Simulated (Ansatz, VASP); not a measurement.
## Sb: VASP beside Ansatz

```xyz
2
Lattice="2.1542 1.2437 3.7580 -2.1542 1.2437 3.7580 0.0000 -2.4875 3.7580" Properties=species:S:1:pos:R:3 pbc="T T T"
Sb    0.0000    0.0000    8.6416
Sb    0.0000    0.0000    2.6324
```

Alike in both runs: task single point; functional LDA; k mesh 8 × 8 × 8; occupations gaussian, width 0.05 eV; no spin polarisation.

|  | VASP | Ansatz |
| --- | --- | --- |
| version | VASP 6.6.1 | Ansatz 0.2.0 |
| potentials or method | VASP PAW LDA potentials, release 64 (Sb), cutoff 520 eV | all-electron LAPW, scalar-relativistic |

```tsv
	VASP	Ansatz	Ansatz less VASP
gap on the k mesh at the Fermi level (eV)	none	none	-
pressure (GPa)	-0.9	-1.2	-0.25
largest component of the traceless stress (GPa)	0.44	0.38	-0.061
rms of the force components (eV/Å)	0.037	0.001	-0.0364
```

Atom by atom the forces differ by 0.038 eV/Å (rms over components). A gap of «none» marks a metal or a gap that the smearing closes. Ansatz ran all-electron here, so the differences hold the error of VASP's frozen core and of both bases.

Spin-orbit coupling is left out, which matters for the levels of Sb.
